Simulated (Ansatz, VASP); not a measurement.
# One calculation of Ta2C, two programs

The input INCAR:

```
PREC = Accurate
ENCUT = 520
EDIFF = 1E-7
ISMEAR = 0
SIGMA = 0.1
LREAL = False
LASPH = True
NELM = 80
ALGO = Fast
ISIF = 2
LWAVE = False
LCHARG = False
NBANDS = 20
```

The input KPOINTS:

```
regular mesh
0
Gamma
  15 15 8
```

The input POSCAR:

```
Ta2C
1.0
    3.2596738808      0.0000000000      0.0000000000
   -1.6298369404      2.8229603888      0.0000000000
    0.0000000000      0.0000000000      5.1912962640
Ta C
2 1
Direct
    0.3333333333      0.6666666667      0.2520100000
    0.6666666667      0.3333333333      0.7479900000
    0.0000000000      0.0000000000      0.0000000000
```

Input for Ansatz:

```yaml
crystal:
  lattice:
    - [3.2596738808, 0.0, 0.0]
    - [-1.6298369404, 2.8229603888, 0.0]
    - [0.0, 0.0, 5.191296264]
  atoms:
    - { symbol: Ta, position: [0.3333333333, 0.6666666667, 0.25201] }
    - { symbol: Ta, position: [0.6666666667, 0.3333333333, 0.74799] }
    - { symbol: C, position: [0.0, 0.0, 0.0] }
basis:
  ecutwfc: 420
kpoints:
  mp_grid: { grid: [15, 15, 8] }
hamiltonian:
  xc: lda
scf:
  occupations: { method: gaussian, width: 0.1 }
output:
  forces: true
  stress: true
  eigenvalues: true
  populations: true
  write_density: true
  write_potential: true
  elf: true
  volumetric_format: npy
```

Alike in both runs: task single point; functional LDA; k mesh 15 × 15 × 8; occupations gaussian, width 0.1 eV; no spin polarisation.

|  | VASP | Ansatz |
| --- | --- | --- |
| version | VASP 6.6.1 | Ansatz 0.2.0 |
| potentials or method | VASP PAW LDA potentials, release 64 (Ta_pv, C) | scalar-relativistic, plane waves, PAW |
| plane-wave cutoff (eV) | 520 | 420 |
| valence electrons in the cell | 26 | 30 |

VASP gave:

```
gap on the k mesh at the Fermi level (eV)       : none
pressure (GPa)                                  : -35.8
largest component of the traceless stress (GPa) : 1.16
rms of the force components (eV/Å)              : 0.508
```

Problem. What did Ansatz give for the same quantities?

Solution. gap on the k mesh at the Fermi level (eV): none; pressure (GPa): -36.6; largest component of the traceless stress (GPa): 1.17; rms of the force components (eV/Å): 0.523.

Atom by atom the forces differ by 0.015 eV/Å (rms over components). A gap of «none» marks a metal or a gap that the smearing closes. The two sets of potentials don't hold the same shells in valence.

Caveats: the cell as given lies far from equilibrium; so large a pressure means that the cell lies far from this level's equilibrium, or that cutoff or potentials fall short (VASP); forces of over 1 eV/Å show positions far from the minimum, so gaps and moduli don't describe the material at rest. Spin-orbit coupling is left out, which matters for the levels of Ta.
